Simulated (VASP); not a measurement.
A run of VASP 6.6.1:

File INCAR:

```
SYSTEM = SnSe
  ALGO = Normal
  EDIFF = 1E-7
  EDIFFG = -0.005
  ENCUT = 600
  GGA = PE
  IBRION = 2
  ISIF = 3
  ISMEAR = 0
  LASPH = .True.
  LCHARG = .False.
  LREAL = .False.
  LWAVE = .False.
  NELM = 80
  NSW = 90
  PREC = Accurate
  SIGMA = 0.03
```

KPOINTS

```
k-points
0
Gamma
  8 8 8
  0 0 0
```

POSCAR

```
SnSe                                    
1.0
    3.6855710219      0.0000000000      0.0000000000
    0.0000000000      3.6855710219      0.0000000000
    0.0000000000     -0.0000000000      3.6855710219
  Sn              Se            
     1     1
Direct
     0.5000000000000000    0.5000000000000000    0.5000000000000000
     0.0000000000000000    0.0000000000000000    0.0000000000000000
```

Potentials or basis: VASP PAW PBE potentials, release 64 (Sn_d, Se).

The run is started by

```console
$ cat potpaw_PBE.64/Sn_d/POTCAR potpaw_PBE.64/Se/POTCAR > POTCAR
$ mpirun -np 1 vasp_std > vasp.out
```

Hardware: 1 thread of Intel(R) Xeon(R) 6975P-C (Granite Rapids), with other jobs on the host.

How long does it take, and how much memory?

Wall time 12 s on 1 thread of Intel(R) Xeon(R) 6975P-C (Granite Rapids), on a shared host, peak memory 0.18 GiB. Counts: scf iterations 13, k points 35, ion steps 1.
